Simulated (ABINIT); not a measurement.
Write the native input for ABINIT 10.8.3 (patched build) that does the following.

```yaml
Task: single point
Functional: PBEsol
Potentials_or_basis: PseudoDojo NC SR PBEsol v0.4.1 standard
Cutoff: 1143 eV
k_mesh: 10 × 10 × 7
Occupations: fermi-dirac, width 0.05 eV
Spin: no spin polarisation
```

The system is TiSi.

```xyz
2
Lattice="1.8162 -2.1176 0.0000 1.8162 2.1176 0.0000 0.0000 0.0000 3.8039" Properties=species:S:1:pos:R:3 pbc="T T T"
Ti    1.8162    0.0000    0.0000
Si    0.0000    0.0000    1.9020
```

The cell comes from a database or a generator and needn't be the stable form of this composition.

These files were run (other wordings do the same):

run.abi

```
# Pseudopotentials
pp_dirpath "./"
pseudos "Ti.upf, Si.upf"

# Structure
acell 3*1.0
rprim
     3.4320790136    -4.0017293949     0.0000000000
     3.4320790136     4.0017293949     0.0000000000
     0.0000000000     0.0000000000     7.1883934562
ntypat 2
znucl 22 14
natom 2
typat 1 2
xred
     0.5000000000     0.5000000000     0.0000000000
     0.0000000000     0.0000000000     0.5000000000
chkprim 0
chksymtnons 0
tolsym 1.0e-6

# Plane-wave basis
ecut 42.0

# k points
kptopt 1
ngkpt 10 10 7
nshiftk 1
shiftk 0.0 0.0 0.0

# Exchange and correlation
ixc -116133

# Bands and occupations
nband 12
occopt 3
tsmear 0.00183747

# SCF cycle
nstep 100
tolvrs 1.0e-10

# Output
iomode 3
prtwf 0
prtden 0
prteig 0
prtebands 0
```

Potentials or basis: PseudoDojo NC SR PBEsol v0.4.1 standard.

The run is started by

```sh
$ abinit run.abi > log 2>&1
```

It gave:

The pressure is -4.4 GPa, the band gap on the k mesh is none (metal or under the smearing width) and the valence electrons inside the program's atomic spheres are Ti 9.60; Si 1.73.

It took 120 s on 1 thread of Arm Neoverse V1, on a shared host, peak memory 0.12 GiB.
